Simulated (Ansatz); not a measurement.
Runs of Ansatz 0.2.0 on NiO. It takes space group Pm-3m (No. 221, cubic). Conventional cell: a = 2.505 Å, b = 2.505 Å, c = 2.505 Å, α = 90.00°, β = 90.00°, γ = 90.00°. Around Ni (site symmetry m-3m) lie 8 O at 2.17 Å. O (site symmetry m-3m) has 8 Ni at 2.17 Å as nearest neighbours. Measurements of this composition are mostly on another form, of space group No. 225.

```csv
spin,fixed moment (μB),k mesh,gap on the mesh (eV),pressure (GPa),moment (μB)
"collinear, ferromagnetic start",-,11 × 11 × 11,none,23.8,0.00
"collinear, ferromagnetic start",0.8,9 × 9 × 9,-,(b),0.80
"collinear, random start",-,11 × 11 × 11,none,23.8,0.00
"collinear, ferromagnetic start",1.5,9 × 9 × 9,-,29.1,1.50
"collinear, ferromagnetic start",1.0,9 × 9 × 9,-,(a),1.00
"collinear, ferromagnetic start",2.0,9 × 9 × 9,-,32.9,2.00
"collinear, program default start",0.0,9 × 9 × 9,-,23.8,0.00
"collinear, ferromagnetic start",0.2,9 × 9 × 9,-,23.9,0.20
"collinear, ferromagnetic start",0.5,9 × 9 × 9,-,24.5,0.50
"collinear, ferromagnetic start",1.2,9 × 9 × 9,-,27.3,1.20
off,-,11 × 11 × 11,none,23.8,-
```

Alike in all rows: task single point; level PBE; potentials or basis Ansatz PAW; cell as given; cutoff (eV) 420; smearing fermi-dirac 0.05 eV.

Problem. Estimate the missing entries.

Solution. (a) 26.3; (b) 25.5.

Caveats: the total moment is fixed, so each spin has its own Fermi level (some runs); the thresholds are loose for stress (some runs); a cell with one magnetic atom can't hold antiferromagnetic order, which such compounds often take (some runs); semilocal functionals often make such compounds metallic where correlation or magnetic order opens a gap, which also shifts bond lengths (some runs); the starting moments weren't kept (some runs); a pressure of tens of GPa on the cell as given is suspect, and the run, the potentials or the cell itself is likely at fault (some runs).

A gap of «none» marks a metal or a gap under the smearing width.
